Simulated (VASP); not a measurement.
# SiC (Moissanite) (P6_3mc) in VASP: further runs

One crystal, SiC (Moissanite), is run at these levels: PBE, PBEsol, r2SCAN, TB-mBJ; tasks: band structure.

Program: VASP 6.6.1. These are calculated values, not measurements. Logs are shortened: lines on timing, memory, paths and dates and some standing lists are left out, and cuts for length are marked.

### 1 The structure

The structure is hexagonal, space group P6_3mc (No. 186). The conventional cell has a = 3.076 Å, b = 3.076 Å, c = 5.048 Å, α = 90.00°, β = 90.00°, γ = 120.00°. Around Si (site symmetry 3m) lie 4 C at 1.87 to 1.94 Å. C (site symmetry 3m) has 4 Si at 1.87 to 1.94 Å as nearest neighbours.

### 2 Band structure, PBE

The input, INCAR:

```
PREC = Accurate
ENCUT = 520
EDIFF = 1E-6
ISMEAR = 0
SIGMA = 0.02
LREAL = False
LASPH = True
NELM = 60
ALGO = Fast
ISIF = 2
LWAVE = False
LCHARG = False
GGA = PE
```

The input, KPOINTS:

```
Automatic mesh
0
Gamma
  10 10 6
```

The input, POSCAR:

```
SiC
1.0
    3.0760000000      0.0000000000      0.0000000000
   -1.5380000000      2.6638941420      0.0000000000
    0.0000000000      0.0000000000      5.0480000000
Si C
2 2
Direct
    0.6666666667      0.3333333333      0.5000000000
    0.3333333333      0.6666666667      0.0000000000
    0.6666666667      0.3333333333      0.8850000000
    0.3333333333      0.6666666667      0.3850000000
```

The input, KPOINTS_OPT:

```
path GMKGALHA,LM,KH
10
line-mode
reciprocal
 0.0000000000  0.0000000000  0.0000000000  G
 0.5000000000  0.0000000000  0.0000000000  M

 0.5000000000  0.0000000000  0.0000000000  M
 0.3333333333  0.3333333333  0.0000000000  K

 0.3333333333  0.3333333333  0.0000000000  K
 0.0000000000  0.0000000000  0.0000000000  G

 0.0000000000  0.0000000000  0.0000000000  G
 0.0000000000  0.0000000000  0.5000000000  A

 0.0000000000  0.0000000000  0.5000000000  A
 0.5000000000  0.0000000000  0.5000000000  L

 0.5000000000  0.0000000000  0.5000000000  L
 0.3333333333  0.3333333333  0.5000000000  H

 0.3333333333  0.3333333333  0.5000000000  H
 0.0000000000  0.0000000000  0.5000000000  A

 0.5000000000  0.0000000000  0.5000000000  L
 0.5000000000  0.0000000000  0.0000000000  M

 0.3333333333  0.3333333333  0.0000000000  K
 0.3333333333  0.3333333333  0.5000000000  H
```

Potentials or basis: VASP PAW PBE potentials, release 64 (Si, C).

Started as:

```bash
> cat potpaw_PBE.64/Si/POTCAR potpaw_PBE.64/C/POTCAR > POTCAR
> mpirun -np 1 vasp_std > vasp.out
```

OUTCAR:

```text
PREC = Accurate
   ENCUT = 520
   EDIFF = 1E-6
   ISMEAR = 0
   LREAL = False
   LASPH = True
   NELM = 60
   ISIF = 2
   GGA = PE

 ion  position               nearest neighbor table
   1  0.667  0.333  0.500-   4 1.87   4 1.87   4 1.87   3 1.94   2 3.09   2 3.09   2 3.09   2 3.09
                             2 3.09   2 3.09
   2  0.333  0.667  0.000-   3 1.87   3 1.87   3 1.87   4 1.94   1 3.09   1 3.09   1 3.09   1 3.09
                             1 3.09   1 3.09
   3  0.667  0.333  0.885-   2 1.87   2 1.87   2 1.87   1 1.94
   4  0.333  0.667  0.385-   1 1.87   1 1.87   1 1.87   2 1.94

  LATTYP: Found a hexagonal cell.
 ALAT       =     3.0760000000
 C/A-ratio  =     1.6410923277

  Lattice vectors:

 A1 = (   3.0760000000,   0.0000000000,   0.0000000000)
 A2 = (  -1.5380000000,   2.6638941420,   0.0000000000)
 A3 = (   0.0000000000,   0.0000000000,   5.0480000000)

Analysis of symmetry for initial positions (statically):
=====================================================================
 Subroutine PRICEL returns:
 Original cell was already a primitive cell.

 Routine SETGRP: Setting up the symmetry group for a
 hexagonal supercell.

 Subroutine GETGRP returns: Found 12 space group operations
 (whereof  6 operations were pure point group operations)
 out of a pool of 24 trial point group operations.

The static configuration has the point symmetry C_3v.
 The point group associated with its full space group is C_6v.

Analysis of symmetry for dynamics (positions and initial velocities):
=====================================================================
 Subroutine PRICEL returns:
 Original cell was already a primitive cell.

 Routine SETGRP: Setting up the symmetry group for a
 hexagonal supercell.

 Subroutine GETGRP returns: Found 12 space group operations
 (whereof  6 operations were pure point group operations)
 out of a pool of 24 trial point group operations.

The dynamic configuration has the point symmetry C_3v.
 The point group associated with its full space group is C_6v.

 Subroutine INISYM returns: Found 12 space group operations
 (whereof  6 operations are pure point group operations),
 and found     1 'primitive' translations

----------------------------------------------------------------------------------------

                                     Primitive cell

  volume of cell :      41.3640

  direct lattice vectors                    reciprocal lattice vectors
     3.076000000  0.000000000  0.000000000     0.325097529  0.187695146  0.000000000
    -1.538000000  2.663894142  0.000000000     0.000000000  0.375390292  0.000000000
     0.000000000  0.000000000  5.048000000     0.000000000  0.000000000  0.198098257

  length of vectors
     3.076000000  3.076000000  5.048000000     0.375390292  0.375390292  0.198098257

  position of ions in fractional coordinates (direct lattice)
     0.666666667  0.333333333  0.500000000
     0.333333333  0.666666667  0.000000000
     0.666666667  0.333333333  0.885000000
     0.333333333  0.666666667  0.385000000

  ion indices of the primitive-cell ions
   primitive index   ion index
                 1           1
                 2           2
                 3           3
                 4           4

----------------------------------------------------------------------------------------

 KPOINTS: Automatic mesh

Automatic generation of k-mesh.
 Grid dimensions read from file:
 generate k-points for:   10   10    6

 Generating k-lattice:

  Cartesian coordinates                     Fractional coordinates (reciprocal lattice)
     0.032509753  0.018769515  0.000000000     0.100000000  0.000000000  0.000000000
     0.000000000  0.037539029  0.000000000     0.000000000  0.100000000  0.000000000
     0.000000000  0.000000000  0.033016376     0.000000000  0.000000000  0.166666667

  Length of vectors
     0.037539029  0.037539029  0.033016376

  Shift w.r.t. Gamma in fractional coordinates (k-lattice)
     0.000000000  0.000000000  0.000000000

 Subroutine IBZKPT returns following result:
 ===========================================

 Found     56 irreducible k-points:

 Following reciprocal coordinates:
            Coordinates               Weight
  0.000000  0.000000  0.000000      1.000000
  0.100000 -0.000000  0.000000      6.000000
  0.200000 -0.000000  0.000000      6.000000
  0.300000  0.000000  0.000000      6.000000
  0.400000 -0.000000  0.000000      6.000000
  0.500000  0.000000  0.000000      3.000000
[... 16 lines left out ...]
  0.300000  0.100000  0.166667     24.000000
  0.400000  0.100000  0.166667     24.000000
 [... further k-points ...]
   k-points           NKPTS =     56   k-points in BZ     NKDIM =     56   number of bands    NBANDS=     12
   number of dos      NEDOS =    301   number of ions     NIONS =      4
   total plane-waves  NPLWV =  23040
   dimension x,y,z NGX =    24 NGY =   24 NGZ =   40
   dimension x,y,z NGXF=    48 NGYF=   48 NGZF=   80
   ions per type =               2   2
   NGX,Y,Z   is equivalent  to a cutoff of  12.97, 12.97, 13.17 a.u.
   NGXF,Y,Z  is equivalent  to a cutoff of  25.94, 25.94, 26.35 a.u.
 SYSTEM =  unknown system
   PREC   = accura    normal or accurate (medium, high low for compatibility)
   ISTART =      0    job   : 0-new  1-cont  2-samecut
   ICHARG =      2    charge: 1-file 2-atom 10-const
   ISPIN  =      1    spin polarized calculation?
   LNONCOLLINEAR =      F non collinear calculations
   LSORBIT =      F    spin-orbit coupling
   LASPH  =      T    aspherical Exc in radial PAW
   ENCUT  =  520.0 eV  38.22 Ry    6.18 a.u.   5.72  5.72  9.39*2*pi/ulx,y,z
   NELM   =     60;   NELMIN=  2; NELMDL= -5     # of ELM steps
   EDIFF  = 0.1E-05   stopping-criterion for ELM
   LREAL  =      F    real-space projection
   EDIFFG = 0.1E-04   stopping-criterion for IOM
   NSW    =      0    number of steps for IOM
   IBRION =     -1    ionic relax: 0-MD 1-quasi-New 2-CG
   NFREE  =      0    steps in history (QN), initial steepest desc. (CG)
   ISIF   =      2    stress and relaxation
   ISYM   =      2    0-nonsym 1-usesym 2-fastsym
   POTIM  = 0.5000    time-step for ionic-motion
   TEBEG  =    0.0;   TEEND  =   0.0 temperature during run
   PSTRESS=    0.0 pullay stress
   NELECT =      16.0000    total number of electrons
   NUPDOWN=      -1.0000    fix difference up-down
   EMIN   =  10.00;   EMAX   =-10.00  energy-range for DOS
   EFERMI =   0.00;   METHOD = LEGACY
   ISMEAR =     0;   SIGMA  =   0.02  broadening in eV -4-tet -1-fermi 0-gaus
   EFERMI_NEDOS =   21; number of points for ismear=-14 and -15
   IALGO  =     68    algorithm
   IMIX   =      4    mixing-type and parameters
     AMIX     =   0.40;   BMIX     =  1.00
     AMIX_MAG =   1.60;   BMIX_MAG =  1.00
  volume/ion in A,a.u.               =      10.34        69.78
  Fermi-wavevector in a.u.,A,eV,Ry     =   1.192817  2.254098 19.358549  1.422813
  Thomas-Fermi vector in A             =   2.328847
   LORBIT       =      0    0 simple, 1 ext, 2 COOP (PROOUT), +10 PAW based schemes
   GGA     = PE    functional components
   LHFCALC =     F    Hartree Fock is set to
   AEXX    =    0.0000 exact exchange contribution
   IVDW    =     0    specifies the selected vdW correction
   LEPSILON=     F    determine dielectric tensor
   LRPA    =     F    only Hartree local field effects (RPA)
 non-spin polarized calculation
 RMM-DIIS sequential band-by-band and
 Gauss-broadening in eV      SIGMA  =   0.02
  energy-cutoff  :      520.00
  volume of cell :       41.36
 maximum number of plane-waves:      1132
 NGX is ok and might be reduce to    24
   NGX = 11   NGY = 11   NGZ = 19

 number of electron      16.0000000 magnetization

 Free energy of the ion-electron system (eV)
  ---------------------------------------------------
  ext. energy  EPLUGINS =         0.00000000
  ---------------------------------------------------
  free energy    TOTEN  =       -30.06717213 eV

  energy without entropy =      -30.06717213  energy(sigma->0) =      -30.06717213

 E-fermi :   8.5535     XC(G=0): -11.3484

 val. band max:        8.4093430582   @ k =   0.0000   0.0000   0.0000
 cond. band min:      10.8892520267   @ k =   0.3000   0.3000   0.0000
 fundamental gap:      2.4799089685
 Fermi energy:         8.5534876638

 k-point     1 :       0.0000    0.0000    0.0000
  band No.  band energies     occupation
      1      -7.3151      2.00000
      2      -3.8129      2.00000
      3      -0.2831      2.00000
      4       6.8532      2.00000
      5       6.8532      2.00000
      6       8.1337      2.00000
      7       8.1337      2.00000
      8       8.4093      2.00000
      9      13.0346      0.00000
     10      14.4354      0.00000
     11      14.9153      0.00000
     12      14.9153      0.00000

 k-point     2 :       0.1000   -0.0000    0.0000
  band No.  band energies     occupation
      1      -7.1415      2.00000
      2      -3.6640      2.00000
      3      -0.1220      2.00000
      4       5.9187      2.00000
      5       6.5642      2.00000
      6       7.4998      2.00000
      7       8.0300      2.00000
      8       8.2859      2.00000
      9      13.4957      0.00000
     10      14.4814      0.00000
     11      14.9371      0.00000
     12      15.3004      0.00000

 k-point     3 :       0.2000   -0.0000    0.0000
  band No.  band energies     occupation
      1      -6.6273      2.00000
      2      -3.2362      2.00000
      3       0.3402      2.00000
      4       4.0402      2.00000
      5       5.9645      2.00000
      6       6.0366      2.00000
      7       7.7129      2.00000
      8       7.8540      2.00000
      9      12.7940      0.00000
     10      14.8071      0.00000
     11      15.2210      0.00000
     12      15.9204      0.00000
[... 286 lines left out ...]
 k-point    23 :       0.3000    0.1000    0.1667
  band No.  band energies     occupation
      1      -5.0429      2.00000
      2      -2.6150      2.00000
      3       0.8587      2.00000
      4       2.7731      2.00000
      5       3.1591      2.00000
      6       4.6221      2.00000
      7       6.3662      2.00000
      8       6.7668      2.00000
      9      12.3237      0.00000
     10      12.9259      0.00000
     11      14.9018      0.00000
     12      15.8348      0.00000

 k-point    24 :       0.4000    0.1000    0.1667
  band No.  band energies     occupation
      1      -4.0068      2.00000
      2      -2.4028      2.00000
      3       0.1915      2.00000
      4       1.7428      2.00000
      5       3.4747      2.00000
      6       4.3788      2.00000
      7       5.7928      2.00000
      8       6.2065      2.00000
      9      12.0700      0.00000
     10      12.2579      0.00000
     11      15.3075      0.00000
     12      15.6749      0.00000

 [... further k-points ...]

------------------------ aborting loop because EDIFF is reached ----------------------------------------

  FORCE on cell =-STRESS in cart. coord.  units (eV):
  Direction    XX          YY          ZZ          XY          YZ          ZX
  --------------------------------------------------------------------------------------
  -------------------------------------------------------------------------------------
  Total        1.3566401      1.3566401      0.1068203      0.0000000      0.0000000      0.0000000
  in kB       52.5475642     52.5475642      4.1375362      0.0000000      0.0000000      0.0000000
  external PRESSURE =      36.4108882 kB  Pullay stress =       0.0000000 kB

 VOLUME and BASIS-vectors are now :
 -----------------------------------------------------------------------------
  energy-cutoff  :      520.00
  volume of cell :       41.36
      direct lattice vectors                 reciprocal lattice vectors
     3.076000000  0.000000000  0.000000000     0.325097529  0.187695146  0.000000000
    -1.538000000  2.663894142  0.000000000     0.000000000  0.375390292  0.000000000
     0.000000000  0.000000000  5.048000000     0.000000000  0.000000000  0.198098257

 POSITION                                       TOTAL-FORCE (eV/Angst)
 -----------------------------------------------------------------------------------
      1.53800      0.88796      2.52400        -0.000000      0.000000      0.752522
     -0.00000      1.77593      0.00000         0.000000      0.000000      0.752522
      1.53800      0.88796      4.46748        -0.000000     -0.000000     -0.752522
     -0.00000      1.77593      1.94348         0.000000      0.000000     -0.752522
 -----------------------------------------------------------------------------------
    total drift:                                0.000000      0.000000     -0.000065

  FREE ENERGIE OF THE ION-ELECTRON SYSTEM (eV)
  ---------------------------------------------------
  free  energy   TOTEN  =       -30.0671721258 eV

  energy  without entropy=      -30.0671721258  energy(sigma->0) =      -30.06717213
```

Wall time 39 s (1 thread of Intel Xeon Platinum 8559C (Emerald Rapids), shared host); peak memory 0.18 GiB.

What came out:

| Item | Value |
| --- | --- |
| Free energy | -30.0672 eV |
| Pressure | 3.6 GPa |
| Largest force | 0.753 eV/Å |
| Band gap on the k mesh | 2.48 eV, indirect (least direct gap 4.08 eV) |
| Band gap along the path | 2.32 eV, indirect (least direct gap 4.08 eV) |

Forces on the atoms (eV/Å):
```
Si   0.000  0.000  0.753
Si   0.000  0.000  0.753
C    0.000  0.000 -0.753
C    0.000  0.000 -0.753
```

Levels at the corners of the path, in eV from the valence-band top:
```csv
point,band 6,band 7,band 8,band 9,band 10,band 11
Γ,-0.28,-0.28,0.00,4.63,6.03,6.51
M,-3.54,-3.26,-1.49,2.59,4.20,6.74
M,-3.54,-3.26,-1.49,2.59,4.20,6.74
K,-4.11,-4.04,-4.04,2.32,7.97,8.64
K,-4.11,-4.04,-4.04,2.32,7.97,8.64
Γ,-0.28,-0.28,0.00,4.63,6.03,6.51
Γ,-0.28,-0.28,0.00,4.63,6.03,6.51
A,-0.97,-0.97,-0.97,5.71,5.71,7.17
A,-0.97,-0.97,-0.97,5.71,5.71,7.17
L,-2.69,-2.34,-2.34,3.17,3.17,5.00
L,-2.69,-2.34,-2.34,3.17,3.17,5.00
H,-5.85,-1.75,-1.75,4.82,4.82,5.97
H,-5.85,-1.75,-1.75,4.82,4.82,5.97
A,-0.97,-0.97,-0.97,5.71,5.71,7.17
L,-2.69,-2.34,-2.34,3.17,3.17,5.00
M,-3.54,-3.26,-1.49,2.59,4.20,6.74
K,-4.11,-4.04,-4.04,2.32,7.97,8.64
H,-5.85,-1.75,-1.75,4.82,4.82,5.97
```

Caveat: the mesh misses the band edges, which the band path finds closer together.

(Part 1 of 3 ends here.)
